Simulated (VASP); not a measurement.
# Y (Fm-3m) in VASP: reference runs

Aim: a first look at Y with PBE, on the cell as given and on a disturbed one.

Everything below comes from runs of VASP 6.6.1. Logs are shortened: lines on timing, memory, paths and dates and some standing lists are left out, and cuts for length are marked.

## (1) The crystal as given

The structure is cubic, space group Fm-3m (No. 225). Conventional cell: a = 5.104 Å, b = 5.104 Å, c = 5.104 Å, α = 90.00°, β = 90.00°, γ = 90.00°. Y (site symmetry m-3m) is surrounded by 12 Y at 3.61 Å.

This isn't the form of Y at room conditions, which is hcp.

## (2) Single point, PBE

INCAR

```
PREC = Accurate
ENCUT = 520
EDIFF = 1E-7
ISMEAR = -1
SIGMA = 0.05
LREAL = F
LASPH = T
NELM = 60
ALGO = Normal
ISIF = 2
LWAVE = F
LCHARG = F
GGA = PE
NBANDS = 12
```

KPOINTS

```
regular mesh
0
Gamma
  9 9 9
```

POSCAR

```
Y
1.0
    0.0000000000      2.5519910612      2.5519910612
    2.5519910612      0.0000000000      2.5519910612
    2.5519910612      2.5519910612      0.0000000000
Y
1
Direct
    0.0000000000      0.0000000000      0.0000000000
```

Potentials or basis: VASP PAW PBE potentials, release 64 (Y_sv).

The run is started by

```bash
> cat potpaw_PBE.64/Y_sv/POTCAR > POTCAR
> mpirun -np 1 vasp_std > vasp.out
```

OUTCAR:

```text
PREC = Accurate
   ENCUT = 520
   EDIFF = 1E-7
   ISMEAR = -1
   LREAL = F
   LASPH = T
   NELM = 60
   ISIF = 2
   GGA = PE

 ion  position               nearest neighbor table
   1  0.000  0.000  0.000-

  LATTYP: Found a face centered cubic cell.
 ALAT       =     5.1039821224

  Lattice vectors:

 A1 = (   0.0000000000,   2.5519910612,   2.5519910612)
 A2 = (   2.5519910612,   0.0000000000,   2.5519910612)
 A3 = (   2.5519910612,   2.5519910612,   0.0000000000)

Analysis of symmetry for initial positions (statically):
=====================================================================
 Subroutine PRICEL returns:
 Original cell was already a primitive cell.

 Routine SETGRP: Setting up the symmetry group for a
 face centered cubic supercell.

 Subroutine GETGRP returns: Found 48 space group operations
 (whereof 48 operations were pure point group operations)
 out of a pool of 48 trial point group operations.

The static configuration has the point symmetry O_h .

Analysis of symmetry for dynamics (positions and initial velocities):
=====================================================================
 Subroutine PRICEL returns:
 Original cell was already a primitive cell.

 Routine SETGRP: Setting up the symmetry group for a
 face centered cubic supercell.

 Subroutine GETGRP returns: Found 48 space group operations
 (whereof 48 operations were pure point group operations)
 out of a pool of 48 trial point group operations.

The dynamic configuration has the point symmetry O_h .

 Subroutine INISYM returns: Found 48 space group operations
 (whereof 48 operations are pure point group operations),
 and found     1 'primitive' translations

----------------------------------------------------------------------------------------

                                     Primitive cell

  volume of cell :      33.2405

  direct lattice vectors                    reciprocal lattice vectors
     0.000000000  2.551991061  2.551991061    -0.195925451  0.195925451  0.195925451
     2.551991061  0.000000000  2.551991061     0.195925451 -0.195925451  0.195925451
     2.551991061  2.551991061  0.000000000     0.195925451  0.195925451 -0.195925451

  length of vectors
     3.609060370  3.609060370  3.609060370     0.339352836  0.339352836  0.339352836

  position of ions in fractional coordinates (direct lattice)
     0.000000000  0.000000000  0.000000000

  ion indices of the primitive-cell ions
   primitive index   ion index
                 1           1

----------------------------------------------------------------------------------------

 KPOINTS: regular mesh

Automatic generation of k-mesh.
 Grid dimensions read from file:
 generate k-points for:    9    9    9

 Generating k-lattice:

  Cartesian coordinates                     Fractional coordinates (reciprocal lattice)
    -0.021769495  0.021769495  0.021769495     0.111111111  0.000000000  0.000000000
     0.021769495 -0.021769495  0.021769495     0.000000000  0.111111111  0.000000000
     0.021769495  0.021769495 -0.021769495     0.000000000  0.000000000  0.111111111

  Length of vectors
     0.037705871  0.037705871  0.037705871

  Shift w.r.t. Gamma in fractional coordinates (k-lattice)
     0.000000000  0.000000000  0.000000000

 Subroutine IBZKPT returns following result:
 ===========================================

 Found     35 irreducible k-points:

 Following reciprocal coordinates:
            Coordinates               Weight
  0.000000  0.000000  0.000000      1.000000
  0.111111  0.000000  0.000000      8.000000
  0.222222  0.000000  0.000000      8.000000
  0.333333  0.000000  0.000000      8.000000
  0.444444  0.000000  0.000000      8.000000
  0.111111  0.111111  0.000000      6.000000
[... 27 lines left out ...]
 -0.333333  0.444444  0.111111     24.000000
 -0.333333  0.444444  0.222222     24.000000
   k-points           NKPTS =     35   k-points in BZ     NKDIM =     35   number of bands    NBANDS=     12
   number of dos      NEDOS =    301   number of ions     NIONS =      1
   total plane-waves  NPLWV =  21952
   dimension x,y,z NGX =    28 NGY =   28 NGZ =   28
   dimension x,y,z NGXF=    56 NGYF=   56 NGZF=   56
   ions per type =               1
   NGX,Y,Z   is equivalent  to a cutoff of  12.90, 12.90, 12.90 a.u.
   NGXF,Y,Z  is equivalent  to a cutoff of  25.80, 25.80, 25.80 a.u.
 SYSTEM =  unknown system
   PREC   = accura    normal or accurate (medium, high low for compatibility)
   ISTART =      0    job   : 0-new  1-cont  2-samecut
   ICHARG =      2    charge: 1-file 2-atom 10-const
   ISPIN  =      1    spin polarized calculation?
   LNONCOLLINEAR =      F non collinear calculations
   LSORBIT =      F    spin-orbit coupling
   LASPH  =      T    aspherical Exc in radial PAW
   ENCUT  =  520.0 eV  38.22 Ry    6.18 a.u.   6.71  6.71  6.71*2*pi/ulx,y,z
   NELM   =     60;   NELMIN=  2; NELMDL= -5     # of ELM steps
   EDIFF  = 0.1E-06   stopping-criterion for ELM
   LREAL  =      F    real-space projection
   EDIFFG = 0.1E-05   stopping-criterion for IOM
   NSW    =      0    number of steps for IOM
   IBRION =     -1    ionic relax: 0-MD 1-quasi-New 2-CG
   NFREE  =      0    steps in history (QN), initial steepest desc. (CG)
   ISIF   =      2    stress and relaxation
   ISYM   =      2    0-nonsym 1-usesym 2-fastsym
   POTIM  = 0.5000    time-step for ionic-motion
   TEBEG  =    0.0;   TEEND  =   0.0 temperature during run
   PSTRESS=    0.0 pullay stress
   NELECT =      11.0000    total number of electrons
   NUPDOWN=      -1.0000    fix difference up-down
   EMIN   =  10.00;   EMAX   =-10.00  energy-range for DOS
   EFERMI =   0.00;   METHOD = LEGACY
   ISMEAR =    -1;   SIGMA  =   0.05  broadening in eV -4-tet -1-fermi 0-gaus
   EFERMI_NEDOS =   21; number of points for ismear=-14 and -15
   IALGO  =     38    algorithm
   IMIX   =      4    mixing-type and parameters
     AMIX     =   0.40;   BMIX     =  1.00
     AMIX_MAG =   1.60;   BMIX_MAG =  1.00
  volume/ion in A,a.u.               =      33.24       224.32
  Fermi-wavevector in a.u.,A,eV,Ry     =   1.132357  2.139844 17.445821  1.282232
  Thomas-Fermi vector in A             =   2.269058
   LORBIT       =      0    0 simple, 1 ext, 2 COOP (PROOUT), +10 PAW based schemes
   GGA     = PE    functional components
   LHFCALC =     F    Hartree Fock is set to
   AEXX    =    0.0000 exact exchange contribution
   IVDW    =     0    specifies the selected vdW correction
   LEPSILON=     F    determine dielectric tensor
   LRPA    =     F    only Hartree local field effects (RPA)
 non-spin polarized calculation
  energy-cutoff  :      520.00
  volume of cell :       33.24
 maximum number of plane-waves:       914
   NGX = 13   NGY = 13   NGZ = 13

 number of electron      11.0000001 magnetization

 Free energy of the ion-electron system (eV)
  ---------------------------------------------------
  ext. energy  EPLUGINS =         0.00000000
  ---------------------------------------------------
  free energy    TOTEN  =        -6.41170195 eV

  energy without entropy =       -6.39772600  energy(sigma->0) =       -6.40471398

 E-fermi :   3.0252     XC(G=0):  -9.3792

 val. band max:        2.9806870660   @ k =  -0.4444   0.2222   0.1111
 cond. band min:       3.0251795061   @ k =   0.3333   0.2222   0.0000
 fundamental gap:      0.0444924401
 Fermi energy:         3.0251673675

 k-point     1 :       0.0000    0.0000    0.0000
  band No.  band energies     occupation
      1     -39.7446      2.00000
      2     -19.4564      2.00000
      3     -19.4564      2.00000
      4     -19.4564      2.00000
      5      -1.7278      2.00000
      6       4.7568      0.00000
      7       4.7568      0.00000
      8       4.7568      0.00000
      9       6.7105      0.00000
     10       6.7105      0.00000
     11      11.9022      0.00000
     12      15.1084      0.00000

 k-point     2 :       0.1111    0.0000    0.0000
  band No.  band energies     occupation
      1     -39.7377      2.00000
      2     -19.5210      2.00000
      3     -19.4647      2.00000
      4     -19.4647      2.00000
      5      -1.4308      2.00000
      6       4.4410      0.00000
      7       4.8874      0.00000
      8       4.8874      0.00000
      9       6.5755      0.00000
     10       6.5755      0.00000
     11      12.5441      0.00000
     12      13.9761      0.00000

 k-point     3 :       0.2222    0.0000    0.0000
  band No.  band energies     occupation
      1     -39.7202      2.00000
      2     -19.6807      2.00000
      3     -19.4854      2.00000
      4     -19.4854      2.00000
      5      -0.6315      2.00000
      6       3.8389      0.00000
      7       5.0249      0.00000
      8       5.0249      0.00000
      9       6.5825      0.00000
     10       6.5825      0.00000
     11      12.3028      0.00000
     12      14.0668      0.00000
[... 451 lines left out ...]
 k-point    34 :      -0.3333    0.4444    0.1111
  band No.  band energies     occupation
      1     -39.6665      2.00000
      2     -19.8670      2.00000
      3     -19.7435      2.00000
      4     -19.6316      2.00000
      5       2.0244      2.00000
      6       2.6342      1.99920
      7       3.9138      0.00000
      8       6.2217      0.00000
      9       8.2342      0.00000
     10       9.4012      0.00000
     11       9.9902      0.00000
     12      11.5763      0.00000

 k-point    35 :      -0.3333    0.4444    0.2222
  band No.  band energies     occupation
      1     -39.6673      2.00000
      2     -19.8325      2.00000
      3     -19.7659      2.00000
      4     -19.6372      2.00000
      5       2.2651      2.00000
      6       3.0433      0.82062
      7       3.3084      0.00691
      8       5.7523      0.00000
      9       8.1901      0.00000
     10       9.4903      0.00000
     11      10.8239      0.00000
     12      10.8887      0.00000

------------------------ aborting loop because EDIFF is reached ----------------------------------------

  FORCE on cell =-STRESS in cart. coord.  units (eV):
  Direction    XX          YY          ZZ          XY          YZ          ZX
  --------------------------------------------------------------------------------------
  -------------------------------------------------------------------------------------
  Total       -0.1915793     -0.1915793     -0.1915793      0.0000000      0.0000000     -0.0000000
  in kB       -9.2340401     -9.2340401     -9.2340401      0.0000000      0.0000000     -0.0000000
  external PRESSURE =      -9.2340401 kB  Pullay stress =       0.0000000 kB

 VOLUME and BASIS-vectors are now :
 -----------------------------------------------------------------------------
  energy-cutoff  :      520.00
  volume of cell :       33.24
      direct lattice vectors                 reciprocal lattice vectors
     0.000000000  2.551991061  2.551991061    -0.195925451  0.195925451  0.195925451
     2.551991061  0.000000000  2.551991061     0.195925451 -0.195925451  0.195925451
     2.551991061  2.551991061  0.000000000     0.195925451  0.195925451 -0.195925451

 POSITION                                       TOTAL-FORCE (eV/Angst)
 -----------------------------------------------------------------------------------
      0.00000      0.00000      0.00000         0.000000      0.000000      0.000000
 -----------------------------------------------------------------------------------
    total drift:                               -0.000000     -0.000000     -0.000000

  FREE ENERGIE OF THE ION-ELECTRON SYSTEM (eV)
  ---------------------------------------------------
  free  energy   TOTEN  =        -6.4117019497 eV

  energy  without entropy=       -6.3977260045  energy(sigma->0) =       -6.40471398
```

Wall time 9.3 s (1 thread of Intel Xeon Platinum 8559C (Emerald Rapids), shared host); peak memory 0.17 GiB.

What came out:

- Free energy: -6.4117 eV
- Pressure: -0.9 GPa
- Band gap on the k mesh: none (metal or under the smearing width)

Levels at points of the mesh, in eV from the Fermi level:
| k point | band 2 | band 3 | band 4 | band 5 | band 6 | band 7 | band 8 | band 9 |
| --- | --- | --- | --- | --- | --- | --- | --- | --- |
| (0.00, 0.00, 0.00) | -22.48 | -22.48 | -22.48 | -4.75 | 1.73 | 1.73 | 1.73 | 3.69 |

## (3) Single point, PBE (cell strained at random at fixed volume)

INCAR

```
SYSTEM = Y
PREC = Accurate
ENCUT = 520
EDIFF = 1E-7
ISMEAR = -1
SIGMA = 0.05
LREAL = .False.
LASPH = .True.
NELM = 60
ALGO = Normal
ISIF = 2
LWAVE = .False.
LCHARG = .False.
GGA = PE
NBANDS = 12
```

KPOINTS

```
Automatic mesh
0
Gamma
  9 9 9
  0 0 0
```

POSCAR

```
Y
1.0
    0.0263310000      2.5604270000      2.5848590000
    2.5594150000      0.0461030000      2.5650870000
    2.5799460000      2.5611870000      0.0255710000
Y
1
Direct
    0.0103390000     -0.0022800000      0.0031370000
```

Potentials or basis: VASP PAW PBE potentials, release 64 (Y_sv).

The run is started by

```bash
> cat potpaw_PBE.64/Y_sv/POTCAR > POTCAR
> mpirun -np 1 vasp_std > vasp.out
```

OUTCAR:

```text
SYSTEM = Y
   PREC = Accurate
   ENCUT = 520
   EDIFF = 1E-7
   ISMEAR = -1
   LREAL = .False.
   LASPH = .True.
   NELM = 60
   ISIF = 2
   GGA = PE

 ion  position               nearest neighbor table
   1  0.010  0.998  0.003-

  LATTYP: Found a triclinic cell.
 ALAT       =     6.2412739799
 B/A-ratio  =     0.5792680629
 C/A-ratio  =     0.8132842552
 COS(alpha) =     0.0004075499
 COS(beta)  =     0.3995745261
 COS(gamma) =     0.8697104409
[... 810 lines left out ...]
     10       8.7768      0.00000
     11      10.0294      0.00000
     12      13.2996      0.00000

 [... further k-points ...]

------------------------ aborting loop because EDIFF is reached ----------------------------------------

  FORCE on cell =-STRESS in cart. coord.  units (eV):
  Direction    XX          YY          ZZ          XY          YZ          ZX
  --------------------------------------------------------------------------------------
  -------------------------------------------------------------------------------------
  Total       -0.2003657     -0.1601801     -0.2119098     -0.1134538     -0.1090053     -0.0168933
  in kB       -9.6575405     -7.7206121    -10.2139612     -5.4684226     -5.2540091     -0.8142514
  external PRESSURE =      -9.1973713 kB  Pullay stress =       0.0000000 kB

 VOLUME and BASIS-vectors are now :
 -----------------------------------------------------------------------------
  energy-cutoff  :      520.00
  volume of cell :       33.24
      direct lattice vectors                 reciprocal lattice vectors
     0.026331000  2.560427000  2.584859000    -0.197605027  0.197119190  0.193625200
     2.559415000  0.046103000  2.565087000     0.197194263 -0.200602417  0.196697585
     2.579946000  2.561187000  0.025571000     0.193996767  0.196994236 -0.197108426

 POSITION                                       TOTAL-FORCE (eV/Angst)
 -----------------------------------------------------------------------------------
      2.56195      0.08050      2.58604         0.000000      0.000000     -0.000000
 -----------------------------------------------------------------------------------
    total drift:                                0.000000     -0.000001      0.000000

  FREE ENERGIE OF THE ION-ELECTRON SYSTEM (eV)
  ---------------------------------------------------
  free  energy   TOTEN  =        -6.4095587785 eV

  energy  without entropy=       -6.3955833476  energy(sigma->0) =       -6.40257106
```

OSZICAR:

```text
N       E                     dE             d eps       ncg     rms          rms(c)
DAV:   1     0.245410578227E+02    0.24541E+02   -0.55085E+03  8776   0.824E+02
DAV:   2    -0.522841317259E+01   -0.29769E+02   -0.28995E+02 10636   0.164E+02
DAV:   3    -0.656846245653E+01   -0.13400E+01   -0.13146E+01 12516   0.221E+01
DAV:   4    -0.660612261692E+01   -0.37660E-01   -0.37642E-01  9872   0.354E+00
DAV:   5    -0.660687331854E+01   -0.75070E-03   -0.75068E-03 11468   0.398E-01    0.221E+01
DAV:   6    -0.644241248608E+01    0.16446E+00   -0.19709E-01  9472   0.295E+00    0.136E+01
DAV:   7    -0.641368370977E+01    0.28729E-01   -0.29118E-01 10628   0.359E+00    0.112E+00
DAV:   8    -0.640970570609E+01    0.39780E-02   -0.38544E-02 10260   0.148E+00    0.166E-01
DAV:   9    -0.640960032119E+01    0.10538E-03   -0.75808E-04 10932   0.231E-01    0.952E-02
DAV:  10    -0.640955785429E+01    0.42467E-04   -0.18745E-04  9832   0.115E-01    0.331E-02
DAV:  11    -0.640955991216E+01   -0.20579E-05   -0.21052E-05 10184   0.375E-02    0.158E-02
DAV:  12    -0.640955923659E+01    0.67557E-06   -0.10966E-06 10124   0.922E-03    0.774E-03
DAV:  13    -0.640955880146E+01    0.43513E-06   -0.38872E-07 10584   0.444E-03    0.496E-04
DAV:  14    -0.640955877851E+01    0.22953E-07   -0.14300E-08  5176   0.889E-04
   1 F= -.64095588E+01 E0= -.64025711E+01  d E =-.139754E-01
```

Wall time 73 s (1 thread of Intel Xeon Platinum 8559C (Emerald Rapids), shared host); peak memory 0.29 GiB.

What came out:

```
Free energy            : -6.4096 eV
Pressure               : -0.9 GPa
Band gap on the k mesh : none (metal or under the smearing width)
```
